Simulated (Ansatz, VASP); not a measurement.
Two plane-wave programs on ZrB2

File INCAR:

```
SYSTEM = ZrB2
ALGO     = Normal         ! electronic algorithm
EDIFF    = 1E-7           ! SCF threshold, eV
ENCUT    = 520            ! plane-wave cutoff, eV
GGA      = PE             ! functional
ISIF     = 2              ! what is computed and relaxed
ISMEAR   = -1             ! smearing method
LASPH    = .True.         ! aspherical terms in the spheres
LCHARG   = .True.         ! write CHGCAR
LELF     = .True.         ! ELF
LREAL    = .False.        ! projectors in reciprocal space
LVHAR    = .True.       
LWAVE    = .False.        ! write WAVECAR
NBANDS   = 16             ! bands
NELM     = 100            ! most SCF steps
PREC     = Accurate       ! precision mode
SIGMA    = 0.05           ! smearing width, eV
```

File KPOINTS:

```
k-points
0
Gamma
  11 11 9
  0 0 0
```

Contents of POSCAR:

```
ZrB2
1.0
    3.1675246616      0.0000000000      0.0000000000
   -1.5837623308      2.7431568240      0.0000000000
    0.0000000000      0.0000000000      3.5523880600
Zr B
1 2
Direct
    0.0000000000      0.0000000000      0.0000000000
    0.1933333333      0.5966666667      0.5000000000
    0.8066666667      0.4033333333      0.5000000000
```

Input for Ansatz:

```yaml
crystal:
  lattice:
    - [3.1675246616, 0.0, 0.0]
    - [-1.5837623308, 2.743156824, 0.0]
    - [0.0, 0.0, 3.55238806]
  atoms:
    - { symbol: Zr, position: [0.0, 0.0, 0.0] }
    - { symbol: B, position: [0.1933333333, 0.5966666667, 0.5] }
    - { symbol: B, position: [0.8066666667, 0.4033333333, 0.5] }
kpoints:
  mp_grid: { grid: [11, 11, 9] }
scf:
  occupations: { method: fermi_dirac, width: 0.05 }
hamiltonian:
  xc: pbe
  pseudopotentials: { kind: paw }
output:
  forces: true
  stress: true
  eigenvalues: true
  write_density: true
  write_potential: true
  elf: true
  volumetric_format: npy
basis:
  ecutwfc: 600
```

Change from the starting cell: shortest bond scaled by 0.58, PAW files, ecut 600.

Alike in both runs: task single point; functional PBE; k mesh 11 × 11 × 9; occupations fermi-dirac, width 0.05 eV; no spin polarisation.

|  | VASP | Ansatz |
| --- | --- | --- |
| version | VASP 6.6.1 | Ansatz 0.2.0 |
| potentials or method | VASP PAW PBE potentials, release 64 (Zr_sv, B) | PAW with Ansatz's default frozen-core files, scalar-relativistic |
| plane-wave cutoff (eV) | 520 | 600 |
| valence electrons in the cell | 18 | 18 |

|  | VASP | Ansatz | Ansatz less VASP |
| --- | --- | --- | --- |
| pressure (GPa) | 85.3 | 82.6 | -2.67 |
| largest component of the traceless stress (GPa) | 100.17 | 97.26 | -2.916 |
| rms of the force components (eV/Å) | 22.311 | 21.654 | -0.6569 |

Atom by atom the forces differ by 0.657 eV/Å (rms over components). With one functional, cell and mesh, what is left measures potentials, basis and numerics.

Caveats: the cell as given lies far from equilibrium; so large a pressure means that the cell lies far from this level's equilibrium, or that cutoff or potentials fall short (VASP); forces of over 1 eV/Å show positions far from the minimum, so gaps and moduli don't describe the material at rest.
